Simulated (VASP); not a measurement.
# Ba (Im-3m) in VASP: elastic constants with LDA

Aim: the elastic constants of Ba with LDA.

All numbers are computed with VASP 6.6.1; they aren't measurements. Logs are shortened: lines on timing, memory, paths and dates and some standing lists are left out, and cuts for length are marked.

**1. The structure**

It takes space group Im-3m (No. 229, cubic). Conventional cell: a = 5.025 Å, b = 5.025 Å, c = 5.025 Å, α = 90.00°, β = 90.00°, γ = 90.00°. Ba (site symmetry m-3m) is surrounded by 8 Ba at 4.35 Å.

**2. Elastic constants, LDA**

File POSCAR:

```
Ba
1.0
   -2.5125000000      2.5125000000      2.5125000000
    2.5125000000     -2.5125000000      2.5125000000
    2.5125000000      2.5125000000     -2.5125000000
Ba
1
Direct
    0.0000000000      0.0000000000      0.0000000000
```

File INCAR.step1:

```
SYSTEM = Ba
PREC = Accurate
ENCUT = 600
EDIFF = 1E-8
ISMEAR = 0
SIGMA = 0.1
LREAL = .False.
LASPH = .True.
NELM = 80
ALGO = Fast
ISIF = 3
LWAVE = .False.
LCHARG = .False.
GGA = CA
IBRION = 2
NSW = 40
EDIFFG = -0.002
```

File INCAR.step2:

```
SYSTEM = Ba
PREC = Accurate
ENCUT = 600
EDIFF = 1E-8
ISMEAR = 0
SIGMA = 0.1
LREAL = .False.
LASPH = .True.
NELM = 80
ALGO = Fast
ISIF = 3
LWAVE = .False.
LCHARG = .False.
GGA = CA
IBRION = 6
NFREE = 2
POTIM = 0.015
NSW = 1
```

File KPOINTS:

```
regular mesh
0
Gamma
  16 16 16
  0 0 0
```

Potentials or basis: VASP PAW LDA potentials, release 64 (Ba_sv).

Launch:

```console
$ cat potpaw_LDA.64/Ba_sv/POTCAR > POTCAR
$ cp INCAR.step1 INCAR
$ mpirun -np 1 vasp_std > vasp.out
$ cp CONTCAR POSCAR
$ cp INCAR.step2 INCAR
$ mpirun -np 1 vasp_std > vasp.out
```

OUTCAR:

```text
SYSTEM = Ba
   PREC = Accurate
   ENCUT = 600
   EDIFF = 1E-8
   ISMEAR = 0
   LREAL = .False.
   LASPH = .True.
   NELM = 80
   ISIF = 3
   GGA = CA
   IBRION = 6
   NFREE = 2
   POTIM = 0.015
   NSW = 1

 ion  position               nearest neighbor table
   1  0.000  0.000  0.000-

  LATTYP: Found a body centered cubic cell.
 ALAT       =     4.7703206506

  Lattice vectors:

 A1 = (  -2.3851603253,   2.3851603253,   2.3851603253)
 A2 = (   2.3851603253,  -2.3851603253,   2.3851603253)
 A3 = (   2.3851603253,   2.3851603253,  -2.3851603253)

Analysis of symmetry for initial positions (statically):
=====================================================================
 Subroutine PRICEL returns:
 Original cell was already a primitive cell.

 Routine SETGRP: Setting up the symmetry group for a
 body centered cubic supercell.

 Subroutine GETGRP returns: Found 48 space group operations
 (whereof 48 operations were pure point group operations)
 out of a pool of 48 trial point group operations.

The static configuration has the point symmetry O_h .

Analysis of symmetry for dynamics (positions and initial velocities):
=====================================================================
 Subroutine PRICEL returns:
 Original cell was already a primitive cell.

 Routine SETGRP: Setting up the symmetry group for a
 body centered cubic supercell.

 Subroutine GETGRP returns: Found 48 space group operations
 (whereof 48 operations were pure point group operations)
 out of a pool of 48 trial point group operations.

The dynamic configuration has the point symmetry O_h .

 Subroutine INISYM returns: Found 48 space group operations
 (whereof 48 operations are pure point group operations),
 and found     1 'primitive' translations

----------------------------------------------------------------------------------------

                                     Primitive cell

  volume of cell :      54.2766

  direct lattice vectors                    reciprocal lattice vectors
    -2.385160325  2.385160325  2.385160325     0.000000000  0.209629514  0.209629514
     2.385160325 -2.385160325  2.385160325     0.209629514  0.000000000  0.209629514
     2.385160325  2.385160325 -2.385160325     0.209629514  0.209629514  0.000000000

  length of vectors
     4.131218868  4.131218868  4.131218868     0.296460902  0.296460902  0.296460902

  position of ions in fractional coordinates (direct lattice)
     0.000000000  0.000000000  0.000000000

  ion indices of the primitive-cell ions
   primitive index   ion index
                 1           1

----------------------------------------------------------------------------------------

 KPOINTS: regular mesh

Automatic generation of k-mesh.
 Grid dimensions read from file:
 generate k-points for:   16   16   16

 Generating k-lattice:

  Cartesian coordinates                     Fractional coordinates (reciprocal lattice)
     0.000000000  0.013101845  0.013101845     0.062500000  0.000000000  0.000000000
     0.013101845  0.000000000  0.013101845     0.000000000  0.062500000  0.000000000
     0.013101845  0.013101845  0.000000000     0.000000000  0.000000000  0.062500000

  Length of vectors
     0.018528806  0.018528806  0.018528806

[... 92 lines left out ...]
   NGX = 17   NGY = 17   NGZ = 17

--------------------------------------- Ionic step        1  -------------------------------------------

 number of electron      10.0000000 magnetization

 Free energy of the ion-electron system (eV)
  ---------------------------------------------------
  ext. energy  EPLUGINS =         0.00000000
  ---------------------------------------------------
  free energy    TOTEN  =        -2.25254021 eV

  energy without entropy =       -2.24614879  energy(sigma->0) =       -2.24934450

------------------------ aborting loop because EDIFF is reached ----------------------------------------

  FORCE on cell =-STRESS in cart. coord.  units (eV):
  Direction    XX          YY          ZZ          XY          YZ          ZX
  --------------------------------------------------------------------------------------
  -------------------------------------------------------------------------------------
  Total        0.0013119      0.0013119      0.0013119      0.0000000      0.0000000      0.0000000
  in kB        0.0387242      0.0387242      0.0387242      0.0000000      0.0000000      0.0000000
  external PRESSURE =       0.0387242 kB  Pullay stress =       0.0000000 kB
[... 86 lines left out ...]
  FREE ENERGIE OF THE ION-ELECTRON SYSTEM (eV)
  ---------------------------------------------------
  free  energy   TOTEN  =        -2.2519701327 eV

  energy  without entropy=       -2.2455627340  energy(sigma->0) =       -2.24876643

[... ionic steps 4 to 12 ...]

--------------------------------------- Ionic step       13  -------------------------------------------

 number of electron      10.0000000 magnetization

------------------------ aborting loop because EDIFF is reached ----------------------------------------
[... 65 lines left out ...]
--------------------------------------- Ionic step       15  -------------------------------------------

 number of electron      10.0000000 magnetization

 Free energy of the ion-electron system (eV)
  ---------------------------------------------------
  ext. energy  EPLUGINS =         0.00000000
  ---------------------------------------------------
  free energy    TOTEN  =        -2.25254029 eV

  energy without entropy =       -2.24614888  energy(sigma->0) =       -2.24934459

 E-fermi :   1.9386     XC(G=0):  -8.1160

 val. band max:        1.9351680251   @ k =  -0.3125  -0.4375   0.0625
 cond. band min:       1.9501057102   @ k =   0.3125   0.3125  -0.0000
 fundamental gap:      0.0149376851
 Fermi energy:         1.9386405889

 k-point     1 :       0.0000    0.0000    0.0000
  band No.  band energies     occupation
      1     -26.6439      2.00000
      2     -11.4910      2.00000
      3     -11.4910      2.00000
      4     -11.4910      2.00000
      5      -0.8585      2.00000
      6       3.8653      0.00000
      7       3.8653      0.00000
      8       3.8653      0.00000
      9       5.5428      0.00000
[... 265 lines left out ...]
 k-point    24 :       0.2500    0.1875   -0.0000
  band No.  band energies     occupation
      1     -26.5698      2.00000
      2     -12.0801      2.00000
      3     -11.7340      2.00000
      4     -11.5568      2.00000
      5       1.2753      2.00000
      6       2.5938      0.00000
      7       2.9620      0.00000
      8       5.1758      0.00000
      9       6.1388      0.00000

 [... further k-points ...]
[... 5 lines left out ...]
  --------------------------------------------------------------------------------------
  -------------------------------------------------------------------------------------
  Total        0.0011812      0.0011812      0.0011812      0.0000000      0.0000000      0.0000000
  in kB        0.0348685      0.0348685      0.0348685      0.0000000      0.0000000      0.0000000
  external PRESSURE =       0.0348685 kB  Pullay stress =       0.0000000 kB
[... 16 lines left out ...]
  FREE ENERGIE OF THE ION-ELECTRON SYSTEM (eV)
  ---------------------------------------------------
  free  energy   TOTEN  =        -2.2525402939 eV

  energy  without entropy=       -2.2461488777  energy(sigma->0) =       -2.24934459

 INTERNAL STRAIN TENSORS FROM STRAINED CELLS
 ============================================

 INTERNAL STRAIN TENSOR FOR ION    1 for displacements in x,y,z  (eV/Angst):
          X           Y           Z          XY          YZ          ZX
  --------------------------------------------------------------------------------
  x    -0.00000     0.00000    -0.00000    -0.00000     0.00000    -0.00000
  y     0.00000     0.00000     0.00000     0.00000    -0.00000    -0.00000
  z    -0.00000     0.00000    -0.00000    -0.00000     0.00000    -0.00000

 INTERNAL STRAIN TENSORS FROM DISPLACED ATOMS
 ============================================

 INTERNAL STRAIN TENSOR FOR ION    1 for displacements in x,y,z  (eV/Angst):
          X           Y           Z          XY          YZ          ZX
  --------------------------------------------------------------------------------
  x     0.00000     0.00000     0.00000     0.00000     0.00000     0.00000
  y     0.00000     0.00000     0.00000     0.00000     0.00000     0.00000
  z     0.00000     0.00000     0.00000     0.00000     0.00000     0.00000

 Eigenvectors and eigenvalues of the dynamical matrix
 ----------------------------------------------------

   1 f/i=    0.000000 THz     0.000000 2PiTHz    0.000000 cm-1     0.000000 meV
             X         Y         Z           dx          dy          dz
      0.000000  0.000000  0.000000    -0.867153    0.498042    0.000000

   2 f/i=    0.000000 THz     0.000000 2PiTHz    0.000000 cm-1     0.000000 meV
             X         Y         Z           dx          dy          dz
      0.000000  0.000000  0.000000     0.000000    0.000000    1.000000

   3 f/i=    0.000000 THz     0.000000 2PiTHz    0.000000 cm-1     0.000000 meV
             X         Y         Z           dx          dy          dz
      0.000000  0.000000  0.000000    -0.498042   -0.867153    0.000000

--------------------------------------------------------------------------------------------------------

 ELASTIC MODULI CONTR FROM IONIC RELAXATION (kBar)
 Direction    XX          YY          ZZ          XY          YZ          ZX
 --------------------------------------------------------------------------------
 XX           0.0000      0.0000      0.0000      0.0000      0.0000      0.0000
 YY           0.0000      0.0000      0.0000      0.0000      0.0000      0.0000
 ZZ           0.0000      0.0000      0.0000      0.0000      0.0000      0.0000
 XY           0.0000      0.0000      0.0000      0.0000      0.0000      0.0000
 YZ           0.0000      0.0000      0.0000      0.0000      0.0000      0.0000
 ZX           0.0000      0.0000      0.0000      0.0000      0.0000      0.0000
 --------------------------------------------------------------------------------

 TOTAL ELASTIC MODULI (kBar)
 Direction    XX          YY          ZZ          XY          YZ          ZX
 --------------------------------------------------------------------------------
 XX         141.0760     87.6916     87.6916      0.0000     -0.0000     -0.0000
 YY          87.6916    141.0760     87.6916      0.0000      0.0000     -0.0000
 ZZ          87.6916     87.6916    141.0760      0.0000      0.0000     -0.0000
 XY           0.0000      0.0000      0.0000    120.7059      0.0000      0.0000
 YZ          -0.0000      0.0000      0.0000      0.0000    120.7059      0.0000
 ZX          -0.0000     -0.0000     -0.0000      0.0000      0.0000    120.7059
 --------------------------------------------------------------------------------
```

Wall time 49 min (1 thread of Intel Xeon Platinum 8488C (Sapphire Rapids), shared host); peak memory 1.1 GiB.

What came out:

* Relaxed volume: 54.28 Å³/atom
* Relaxed cell: a = 4.131 Å, b = 4.131 Å, c = 4.131 Å, α = 109.47°, β = 109.47°, γ = 109.47°
* Space group after relaxing (to 0.05 Å): Im-3m (No. 229)
* Elastic constants C11, C12, C44: 14, 9, 12 GPa
* Voigt bulk modulus: 11 GPa

Step by step:
| step | energy change (eV) | largest force (eV/Å) | pressure (GPa) | volume (Å³) |
| --- | --- | --- | --- | --- |
| 1 | 0.0000 | 0.0000 | -1.30 | 63.44 |
| 2 | -0.0300 | 0.0000 | -0.75 | 58.83 |
| 3 | -0.0409 | 0.0000 | -0.12 | 54.93 |
| 4 | -0.0411 | 0.0000 | 0.00 | 54.28 |

Final structure:
```yaml
crystal:
  lattice:
    - [-2.38516, 2.38516, 2.38516]
    - [2.38516, -2.38516, 2.38516]
    - [2.38516, 2.38516, -2.38516]
  atoms:
    - { symbol: Ba, position: [0.00000, 0.00000, 0.00000] }
```

Elastic tensor in Voigt notation (GPa, in the Cartesian axes of the cell as first typed):
```
14  9  9  0  0  0
 9 14  9  0  0  0
 9  9 14  0  0  0
 0  0  0 12  0  0
 0  0  0  0 12  0
 0  0  0  0  0 12
```

Clamped-ion elastic tensor (GPa):
```
14  9  9  0  0  0
 9 14  9  0  0  0
 9  9 14  0  0  0
 0  0  0 12  0  0
 0  0  0  0 12  0
 0  0  0  0  0 12
```
